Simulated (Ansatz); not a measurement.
**Preparing Al2O3 (R-3c) as a host crystal**

Before any defect goes in: Al2O3 (R-3c) at rest, and how it screens a charge.

Calculated with Ansatz 0.2.0; plane-wave PAW DFT, PBEsol; relaxation of the host's cell and atoms, in the first sound run; inputs show where later runs differ.

## (1) The starting structure

The structure is trigonal, space group R-3c (No. 167). The conventional cell has a = 4.805 Å, b = 4.805 Å, c = 13.116 Å, α = 90.00°, β = 90.00°, γ = 120.00°. Nearest to Al lie 6 O at 1.87 to 1.99 Å. O has 4 Al at 1.87 to 1.99 Å nearest. Farther neighbours and most contacts between anions are not listed.

## (2) Host cell relaxation

Lattice and positions are set free, within the symmetry that the program keeps.

cell/input.yaml

```yaml
crystal:
  lattice:
    - [2.4025136, 1.3870919, 4.3720844]
    - [-2.4025136, 1.3870919, 4.3720844]
    - [0.0, -2.7741838, 4.3720844]
  atoms:
    - { symbol: Al, position: [0.647904, 0.647904, 0.647904] }
    - { symbol: Al, position: [0.852096, 0.852096, 0.852096] }
    - { symbol: Al, position: [0.147904, 0.147904, 0.147904] }
    - { symbol: Al, position: [0.352096, 0.352096, 0.352096] }
    - { symbol: O, position: [0.4438545, 0.0561455, 0.75] }
    - { symbol: O, position: [0.9438545, 0.25, 0.5561455] }
    - { symbol: O, position: [0.0561455, 0.75, 0.4438545] }
    - { symbol: O, position: [0.75, 0.4438545, 0.0561455] }
    - { symbol: O, position: [0.25, 0.5561455, 0.9438545] }
    - { symbol: O, position: [0.5561455, 0.9438545, 0.25] }
basis:
  ecutwfc: 420
  xc_grid: 2
hamiltonian:
  xc: pbesol
kpoints:
  mp_grid: { grid: [7, 7, 7] }
scf:
  occupations: { method: fixed }
  max_iter: 100
relax:
  f_tol: 0.005
  max_steps: 60
  cell: {}
output:
  forces: true
  stress: true
checkpoint:
  write: "../cell.run"
  compress: false
  write_wavefunctions: false
  write_every: 100000
```

On the command line:

```
$ ansatz run input.yaml --threads 8 --pin off --max-ram 22609MiB --backend cpu --events-out ev --progress --plain --runs-dir out
```

Numbers of over 12 decimals in the logs are rounded to 6 here.

Log:

```text
[... repeated set-up lines and file paths are left out, and long positions are rounded to six places ...]
Engine: ansatz 0.2.0, aarch64-unknown-linux-gnu
Pseudopotentials: kind: paw
Pseudopotential: Al, paw, valence charge 3, recommended cutoff 420 eV (normal), Al.paw.azcp
Pseudopotential: O, paw, valence charge 6, recommended cutoff 420 eV (normal), O.paw.azcp
Functional definition: PBEsol
  exchange = pbesol_x
  correlation = pbesol_c
Crystal: 10 atoms, lattice volume = 87.420 Å³
Basis set: ecut = 420 eV, 1707 PW (Γ), exchange–correlation on 72×72×72 points (8 copies of the dense FFT grid, shifted against one another)
Bands: 34, of which v1, the nominal top of the filled ones, is band 24 counted from 1 (23 counted from 0)
Symmetry: 12 space group operations
Space group: R-3c (ITA 167), of the structure as read, at distance tolerance 4.4e-5 Å
k-points: 44 of 343
Non-local potential: Al, projectors of the file, l = 0: 2, l = 1: 2, l = 2: 1
Non-local potential: O, projectors of the file, l = 0: 2, l = 1: 2, l = 2: 1
PAW form: soft (Blöchl's): semilocal exchange-correlation on the pseudo side does not see the compensation charge
PAW frozen core: Al, regenerated for the run's functional, and the local potential with it (the file was generated under x = pbe(κ = 0.804, μ = 0.219515), c = pbe(β = 0.066725))
PAW frozen core: O, regenerated for the run's functional, and the local potential with it (the file was generated under x = pbe(κ = 0.804, μ = 0.219515), c = pbe(β = 0.066725))
PAW one-centre angular grid: Al, 110 points (default); XC on 64 Gauss nodes
PAW one-centre angular grid: O, 110 points (default); XC on 64 Gauss nodes
Initial density: superposition of atomic densities (neutral atoms: chi_scale 0, normalization atom), corrected by the library's trained network
Initial wavefunctions: pseudopotential atomic-orbital guess
Functional: x = pbesol(κ = 0.804, μ = 0.123457), c = pbesol(β = 0.046)
SCF iter   1: F=—  HF=-5478.871218 eV  |F-HF|=—  |Δ(HF+E_count)|=         —  Δρ=1.60e-2  dr2=1.70e-1  ethr=1.77e-3  ⟨swp⟩=5.2  Hψ=5970  notcnv=0  defer=326
preconditioner: auto → Resta (q_TF=auto, 2.469 Å⁻¹)  ε∞=3.6  [insulator: Δε(μ)=5.664 eV  Ē_g=17.047 eV  n_scr=20 (ndim 8)  ℏωp=27.5 eV  f_vac=0.000  ε∞_Penn≈3.6]
SCF iter   2: F=—  HF=-5478.820081 eV  |F-HF|=—  |Δ(HF+E_count)|=   5.11e-2  Δρ=2.05e-3  dr2=1.57e-3  ethr=3.55e-4  ⟨swp⟩=2.6  Hψ=2769  notcnv=0  defer=350
SCF iter   3: F=—  HF=-5478.820249 eV  |F-HF|=—  |Δ(HF+E_count)|=   1.68e-4  Δρ=1.10e-3  dr2=5.56e-4  ethr=3.26e-6  ⟨swp⟩=2.0  Hψ=1737  notcnv=0  defer=308
automatic band count: iteration 3 solves 33 bands in place of 34: the levels show a gap, and the empty bands left out lie too high to hold charge; the band table lists the bands solved (type scf.n_extra_bands for more)
SCF iter   4: F=—  HF=-5478.820319 eV  |F-HF|=—  |Δ(HF+E_count)|=   7.02e-5  Δρ=8.12e-5  dr2=5.01e-6  ethr=1.16e-6  ⟨swp⟩=2.4  Hψ=2173  notcnv=0  defer=300
SCF iter   5: F=—  HF=-5478.820331 eV  |F-HF|=—  |Δ(HF+E_count)|=   1.19e-5  Δρ=1.75e-5  dr2=2.14e-7  ethr=1.04e-8  ⟨swp⟩=2.6  Hψ=2454  notcnv=0  defer=200
SCF iter   6: F=-5478.820331 eV  HF=-5478.820331 eV  |F-HF|=4.58e-9  |Δ(HF+E_count)|=   5.94e-8  Δρ=2.92e-6  dr2=9.98e-9  ethr=2.08e-10  ⟨swp⟩=4.0  Hψ=4531  notcnv=0
SCF 1 converged in 6 iterations: F = -5478.820331 eV  dr2 = 9.98e-9
  greatest PAW one-centre occupation: 0.857 electrons in one spin orbital (limit 2), on the O atom at site 9 (counted from 0), in its partial waves of l = 0
relax step   1: F+E_penalty+E_count = -5478.82033109 eV  Δ(F+E_penalty+E_count) = +0.000e0 eV  max|allowed force component| = 4.971e-2 eV/Å  Δτ_max = 0.0000 Å  P = -4.850 GPa  Ω = 87.420 Å³  (6 SCF iters, dr2 threshold 1.00e-7 eV, accepted)
[... the SCF cycles and remarks between the steps are left out from here to the last step ...]
relax step   2: F+E_penalty+E_count = -5478.84382496 eV  Δ(F+E_penalty+E_count) = -2.349e-2 eV  max|allowed force component| = 2.821e-2 eV/Å  Δτ_max = 0.0021 Å  P = -2.660 GPa  Ω = 86.618 Å³  energy of the carried Pulay correction = +4.597e-3 eV  (5 SCF iters, dr2 threshold 1.00e-6 eV, accepted)
relax step   3: F+E_penalty+E_count = -5478.85709568 eV  Δ(F+E_penalty+E_count) = -1.327e-2 eV  max|allowed force component| = 3.007e-2 eV/Å  Δτ_max = 0.0006 Å  P = +0.049 GPa  Ω = 85.677 Å³  energy of the carried Pulay correction = +1.005e-2 eV  (5 SCF iters, dr2 threshold 1.00e-6 eV, accepted)
relax step   4: F+E_penalty+E_count = -5478.85714019 eV  Δ(F+E_penalty+E_count) = -4.451e-5 eV  max|allowed force component| = 1.533e-2 eV/Å  Δτ_max = 0.0008 Å  P = +0.008 GPa  Ω = 85.686 Å³  energy of the carried Pulay correction = +9.997e-3 eV  (4 SCF iters, dr2 threshold 5.65e-8 eV, accepted)
relax step   5: F+E_penalty+E_count = -5478.85713552 eV  Δ(F+E_penalty+E_count) = +4.671e-6 eV  max|allowed force component| = 4.932e-3 eV/Å  Δτ_max = 0.0007 Å  P = -0.009 GPa  Ω = 85.692 Å³  energy of the carried Pulay correction = +9.965e-3 eV  (4 SCF iters, dr2 threshold 1.47e-8 eV, accepted)
relax step   6: F+E_penalty+E_count = -5478.84826372 eV  Δ(F+E_penalty+E_count) = +8.872e-3 eV  max|allowed force component| = 4.627e-3 eV/Å  Δτ_max = 0.0000 Å  P = -0.205 GPa  Ω = 85.692 Å³  stress off target by 2.09e-1 GPa  SCF on the basis re-selected at this cell (its energy is not comparable with the rows above)  (5 SCF iters)
relax step   7: F+E_penalty+E_count = -5478.84871385 eV  Δ(F+E_penalty+E_count) = -4.501e-4 eV  max|allowed force component| = 2.287e-5 eV/Å  Δτ_max = 0.0003 Å  P = -0.004 GPa  Ω = 85.622 Å³  energy of the carried Pulay correction = +4.012e-4 eV  (4 SCF iters, dr2 threshold 1.09e-7 eV, accepted)
iter 1 solved again at ethr=1.91e-8 eV; its pass at ethr=3.10e-3 eV (dr2=9.16e-6 eV) is discarded
SCF iter   1: F=—  HF=-5478.848232 eV  |F-HF|=—  |Δ(HF+E_count)|=         —  Δρ=1.11e-5  dr2=2.52e-8  ethr=1.91e-8  ⟨swp⟩=3.0  Hψ=9935  notcnv=0  defer=347
SCF iter   2: F=—  HF=-5478.848243 eV  |F-HF|=—  |Δ(HF+E_count)|=   1.03e-5  Δρ=5.10e-6  dr2=7.93e-9  ethr=5.25e-11  ⟨swp⟩=2.0  Hψ=2354  notcnv=0  defer=334
SCF iter   3: F=—  HF=-5478.848243 eV  |F-HF|=—  |Δ(HF+E_count)|=   4.40e-9  Δρ=1.99e-6  dr2=1.46e-9  ethr=1.65e-11  ⟨swp⟩=2.1  Hψ=2149  notcnv=0  defer=334
SCF iter   4: F=—  HF=-5478.848243 eV  |F-HF|=—  |Δ(HF+E_count)|=  8.91e-10  Δρ=3.33e-7  dr2=1.00e-10  ethr=3.04e-12  ⟨swp⟩=3.0  Hψ=2517  notcnv=0  defer=334
SCF iter   5: F=-5478.848243 eV  HF=-5478.848243 eV  |F-HF|=3.64e-12  |Δ(HF+E_count)|=  3.82e-11  Δρ=7.31e-8  dr2=3.20e-12  ethr=1.00e-12  ⟨swp⟩=4.0  Hψ=4574  notcnv=0
SCF 8 converged in 5 iterations: F = -5478.848243 eV  dr2 = 3.20e-12
relax step   8: F+E_penalty+E_count = -5478.84824275 eV  Δ(F+E_penalty+E_count) = +4.711e-4 eV  max|allowed force component| = 4.126e-5 eV/Å  Δτ_max = 0.0000 Å  P = -0.009 GPa  Ω = 85.622 Å³  stress off target by 9.19e-3 GPa  SCF on the basis re-selected at this cell (its energy is not comparable with the rows above)  (5 SCF iters)
basis re-selected at this cell: Δ(F+E_penalty+E_count) = +4.711e-4 eV, ΔP = -0.005 GPa vs the last step (what re-selecting the basis moved, of the pressure what is left beyond the Pulay correction that the steps carried, after the strain that the cell walked [...]
SCF converged after 5 iterations
Free energy (F): -5478.848243 eV
Harris-Foulkes:  -5478.848243 eV  (|F-HF|=3.64e-12)
Internal energy: -5478.848243 eV  (E = F + TS)
E sigma→0 (E₀):  -5478.848243 eV
Fermi energy:    7.540257 eV
--- Per-component energies (eV) ---
  E_band       = 58.003500
  E_kinetic    = 1178.143740
  E_local      = -1978.782719  (includes V_loc(G=0)·N_el)
  E_nonlocal   = 326.503290
  E_hartree    = 728.900893
  E_xc         = -605.825314
  E_vxc        = -692.594705  (∫ρ·V_xc dr)
  E_paw        = -2736.808600  (= ΣΔE_a)
  E_vpaw       = -233.082956  (= ΣTr[D̂ρ^β])
  E_aug_tail   = 0.015146  (compensation charges beyond the density's cutoff)
  E_ewald      = -2391.282962
  E_core_change = 0.288284  (= ΣΔE_core)
  E_smearing   = -0.000000  (= −TS)
  E_closure    = 0.000000  (closes the sum)
  Σ components = -5478.848243   (vs F -5478.848243, Δ=0.00e0)
--- Forces (eV/Å), atoms counted from 1 ---
  atom   1  Al     0.00000000     0.00000000     0.00000657
  atom   2  Al    -0.00000000    -0.00000000    -0.00000657
  atom   3  Al     0.00000000     0.00000000     0.00000657
  atom   4  Al     0.00000000    -0.00000000    -0.00000657
  atom   5  O     -0.00004126    -0.00000000     0.00000000
  atom   6  O     -0.00002063    -0.00003573     0.00000000
  atom   7  O      0.00002063     0.00003573     0.00000000
  atom   8  O      0.00002063    -0.00003573     0.00000000
  atom   9  O     -0.00002063     0.00003573    -0.00000000
  atom  10  O      0.00004126     0.00000000     0.00000000
  max |Σ_I F_I| component: 1.79e-17 eV/Å
--- Stress (GPa, compression-positive) ---
       -0.009185      -0.000000      -0.000000
       -0.000000      -0.009185       0.000000
       -0.000000      -0.000000      -0.007187
  P = ⅓ Tr σ = -0.0085 GPa (-0.085 kbar)
--- Relaxed structure (6 steps of the walk, 6 accepted, 2 SCFs on fresh bases) ---
  F+E_penalty+E_count = -5478.84824275 eV   max|allowed force component| = 4.126e-5 eV/Å   (the final SCF, on the basis selected at the relaxed cell)
  cell:  # Å, volume = 85.6225 Å³
    - [2.386934, 1.378097, 4.338269]
    - [-2.386934, 1.378097, 4.338269]
    - [0, -2.756194, 4.338269]
  atoms:
    - { symbol: Al, position: [0.647921, 0.647921, 0.647921] }
    - { symbol: Al, position: [0.852079, 0.852079, 0.852079] }
    - { symbol: Al, position: [0.147921, 0.147921, 0.147921] }
    - { symbol: Al, position: [0.352079, 0.352079, 0.352079] }
    - { symbol: O, position: [0.444140, 0.055860, 0.75] }
    - { symbol: O, position: [0.944140, 0.250000, 0.555860] }
    - { symbol: O, position: [0.055860, 0.750000, 0.444140] }
    - { symbol: O, position: [0.75, 0.444140, 0.055860] }
    - { symbol: O, position: [0.250000, 0.555860, 0.944140] }
    - { symbol: O, position: [0.555860, 0.944140, 0.250000] }
```

The job ended after 22 s (8 threads of Arm Neoverse V2, shared host; peak memory 0.5 GiB; 45 s of CPU time).

Step by step:

| step | energy less that of the first step (eV) | largest force component (eV/Å) | pressure (GPa) | volume (Å³) |
| --- | --- | --- | --- | --- |
| 1 | 0.0000 | 0.0497 | -4.85 | 87.42 |
| 2 | -0.0235 | 0.0282 | -2.66 | 86.62 |
| 3 | -0.0368 | 0.0301 | 0.05 | 85.68 |
| 4 | -0.0368 | 0.0153 | 0.01 | 85.69 |
| 5 | -0.0368 | 0.0049 | -0.01 | 85.69 |
| 6 | -0.0279 | 0.0046 | -0.20 | 85.69 |
| 7 | -0.0284 | 0.0000 | 0.00 | 85.62 |
| 8* | -0.0279 | 0.0000 | -0.01 | 85.62 |

Relaxation steps marked * repeat the geometry before them on a plane-wave basis chosen anew for their cell, so energy and pressure can jump there. The log counts 2 steps on a newly chosen plane-wave basis, not all of them marked here; energy and pressure can jump at such steps.

Forces are held to the 12 operations that the run works with; a distortion that breaks them can't arise in this run.

| conventional cell, symmetrised | before | after | change |
| --- | --- | --- | --- |
| a (Å) | 4.805 | 4.774 | -0.6 % |
| b (Å) | 4.805 | 4.774 | -0.6 % |
| c (Å) | 13.116 | 13.015 | -0.8 % |
| volume (Å³/atom) | 8.74 | 8.56 | -2.1 % |

This step gave:

| Item | Value |
| --- | --- |
| pressure | -0.008519 GPa |

The relaxation ends with a largest force component of 4.1e-5 eV/Å and a pressure of -0.01 GPa.

## (3) Dielectric tensors of the host

The response to a uniform electric field gives the electronic dielectric tensor.

This step: plane-wave PAW DFPT, PBEsol; dielectric tensors, Born charges and zone-centre modes of the host (Ansatz 0.2.0).

eps/input.yaml

```yaml
crystal:
  lattice:
    - [2.3869337137, 1.3780968221, 4.3382690299]
    - [-2.3869337137, 1.3780968221, 4.3382690299]
    - [0.0, -2.7561936443, 4.3382690299]
  atoms:
    - { symbol: Al, position: [0.6479208861, 0.6479208861, 0.6479208861] }
    - { symbol: Al, position: [0.8520791139, 0.8520791139, 0.8520791139] }
    - { symbol: Al, position: [0.1479208861, 0.1479208861, 0.1479208861] }
    - { symbol: Al, position: [0.3520791139, 0.3520791139, 0.3520791139] }
    - { symbol: O, position: [0.4441402346, 0.0558597654, 0.75] }
    - { symbol: O, position: [0.9441402346, 0.25, 0.5558597654] }
    - { symbol: O, position: [0.0558597654, 0.75, 0.4441402346] }
    - { symbol: O, position: [0.75, 0.4441402346, 0.0558597654] }
    - { symbol: O, position: [0.25, 0.5558597654, 0.9441402346] }
    - { symbol: O, position: [0.5558597654, 0.9441402346, 0.25] }
basis:
  ecutwfc: 420
hamiltonian:
  xc: pbesol
kpoints:
  mp_grid: { grid: [6, 6, 6] }
scf:
  occupations: { method: fixed }
  max_iter: 100
phonons:
  method: dfpt
  dielectric: true
  rigid_motions: translations
```

Log:

```text
[...]
Crystal: 10 atoms, lattice volume = 85.622 Å³
Basis set: ecut = 420 eV, 1653 PW (Γ), exchange–correlation on 72×72×72 points (8 copies of the dense FFT grid, shifted against one another)
Bands: 34, of which v1, the nominal top of the filled ones, is band 24 counted from 1 (23 counted from 0)
Symmetry: 12 space group operations
k-points: 112 of 216 (irreducible under 1 space group operation, time reversal used)
[...]
SCF iter   1: F=—  HF=-5478.899070 eV  |F-HF|=—  |Δ(HF+E_count)|=         —  Δρ=1.61e-2  dr2=1.68e-1  ethr=1.77e-3  ⟨swp⟩=5.1  Hψ=15355  notcnv=0  defer=827
[...]
SCF iter   8: F=-5478.848116 eV  HF=-5478.848116 eV  |F-HF|=9.09e-13  |Δ(HF+E_count)|=  1.20e-10  Δρ=1.02e-7  dr2=7.19e-12  ethr=1.00e-12  ⟨swp⟩=15.5  Hψ=26430  notcnv=0
SCF 1 converged in 8 iterations: F = -5478.848116 eV  dr2 = 7.19e-12
[...]
NSCF: frozen V_eff on 6 k-points
DFPT response loops at Γ: preconditioner auto → none (the input reference at scf.mixing.eps_inf says where Resta's filter doesn't serve); β = 0.50; Broyden in place of MSR1
SCF converged after 8 iterations
Free energy (F): -5478.848116 eV
[...]
Internal energy: -5478.848116 eV  (E = F + TS)
E sigma→0 (E₀):  -5478.848116 eV
Fermi energy:    7.540257 eV
[...]
--- Band table (eV; the first three rows and the last of 112) ---
[...]
[... further k-points left out ...]
--- Phonons (Γ-DFPT): 5 representative perturbations + reference, on 112 of 216 k-points (Σ response iterations 18) ---
  k mesh reduced under 1 symmetry operation, with k and −k counted as one. Each operation leaves every solved perturbation unchanged. A smaller set is not considered because the run solves the response to a homogeneous field
  ASR residual: 4.403e-5 → 0.000e0 eV/Å²; symmetrization residual: 3.577e-5 eV/Å²
  ASR residual per site (eV/Å²): 1.95e-5 1.95e-5 1.95e-5 1.95e-5 4.40e-5 4.40e-5 4.40e-5 4.40e-5 4.40e-5 4.40e-5
  Γ frequencies (cm⁻¹): 0.00 0.00 0.00 297.49 363.68 363.68 376.61 376.61 383.42 405.35 420.41 420.41 424.97 424.97 433.50 433.50 514.15 556.37 556.37 561.85 561.85 567.45 589.11 613.94 613.94 624.27 673.96 729.12 729.12 730.73
  ε∞ (high-frequency dielectric tensor):
        3.295622     0.000000    -0.000000
       -0.000000     3.295622     0.000000
        0.000000     0.000000     3.257177
  ε⁰ (static dielectric tensor: ions relaxed, cell fixed):
        9.716992     0.000000    -0.000000
        0.000000     9.716992    -0.000000
       -0.000000    -0.000000    11.805429
  ε⁰ − ε∞ (ionic part):
        6.421370     0.000000    -0.000000
        0.000000     6.421370    -0.000000
       -0.000000    -0.000000     8.548252
  softest optical mode at Γ: 297.49 cm⁻¹; the repairs (sum rule, projections) moved no ω² at Γ by more than (4.40 cm⁻¹)²
  Born effective charges Z* (e; rows j = field, columns β = displacement):
    site 0:
         2.98076   -0.03049   -0.00000
         0.03049    2.98076    0.00000
         0.00000    0.00000    2.94701
    site 1:
         2.98076    0.03049    0.00000
        -0.03049    2.98076    0.00000
        -0.00000    0.00000    2.94701
    site 2:
         2.98076    0.03049    0.00000
        -0.03049    2.98076    0.00000
        -0.00000    0.00000    2.94701
    site 3:
         2.98076   -0.03049   -0.00000
         0.03049    2.98076    0.00000
         0.00000    0.00000    2.94701
    site 4:
        -2.08820   -0.00000    0.00000
        -0.00000   -1.88614    0.27217
        -0.00000    0.36582   -1.96467
    site 5:
        -1.93666   -0.08749    0.23570
        -0.08749   -2.03769   -0.13608
         0.31681   -0.18291   -1.96467
    site 6:
        -1.93666   -0.08749    0.23570
        -0.08749   -2.03769   -0.13608
         0.31681   -0.18291   -1.96467
    site 7:
        -1.93666    0.08749   -0.23570
         0.08749   -2.03769   -0.13608
        -0.31681   -0.18291   -1.96467
    site 8:
        -1.93666    0.08749   -0.23570
         0.08749   -2.03769   -0.13608
        -0.31681   -0.18291   -1.96467
    site 9:
        -2.08820   -0.00000    0.00000
        -0.00000   -1.88614    0.27217
         0.00000    0.36582   -1.96467
  Z* charge neutrality: 6.913e-5 e pre-enforcement
  k-mesh period / interband length: 28.6 Å / 1.27 Å = 22.49 at k = (0.0000, 0.0000, 0.0000), direct gap 6.030 eV — 14 or more, which is no proof of convergence
  optical modes at Γ without the LO–TO term, one row a degenerate level:
      ω (cm⁻¹)  modes    IR ((D/Å)²/amu)
        297.49      1             0.0000
[...]
optical modes at Γ + LO–TO along q̂ = [1.0000, 0.0000, 0.0000]:
      ω (cm⁻¹)  modes    IR ((D/Å)²/amu)
[...]
optical modes at Γ + LO–TO along q̂ = [0.0000, 1.0000, 0.0000]:
      ω (cm⁻¹)  modes    IR ((D/Å)²/amu)
[...]
optical modes at Γ + LO–TO along q̂ = [0.0000, 0.0000, 1.0000]:
      ω (cm⁻¹)  modes    IR ((D/Å)²/amu)
[...]
433.50      2             0.0000
        487.07      1             2.0577
        514.15      1             0.0000
        556.37      2            81.2406
        561.85      2             0.0000
        589.11      1             0.0000
        613.94      2             7.1723
        624.27      1             0.0000
        673.96      1             0.0000
        729.12      2             0.0000
        730.73      1             0.0000
        850.41      1            62.2010
```

Run time: 82 s. Hardware: 8 threads; peak memory 1.5 GiB.

Electronic dielectric tensor:

```
3.30 0.00 0.00
0.00 3.30 0.00
0.00 0.00 3.26
```

Static dielectric tensor:

```
 9.72  0.00  0.00
 0.00  9.72  0.00
 0.00  0.00 11.81
```

The principal values of the electronic dielectric tensor are 3.26, 3.30 and 3.30. The principal values of the static dielectric tensor are 9.72, 9.72 and 11.81.

(Continued in part 2 of 3.)

[Logs are printed without paths, hosts, clocks, repeated set-up lines and the standing remarks that a program may print on its own settings, such as how far it seeks lower states.]

[Hosts, paths, dates, database ids (printed as entryN), source tags and the programs' standing remarks are cut or masked in the printed files.]

[Runs of the host that timed out are not shown.]

[For some hosts the program warned that the k-mesh of the response run may be too coarse for force constants and the static dielectric constant; such warnings are not always shown.]
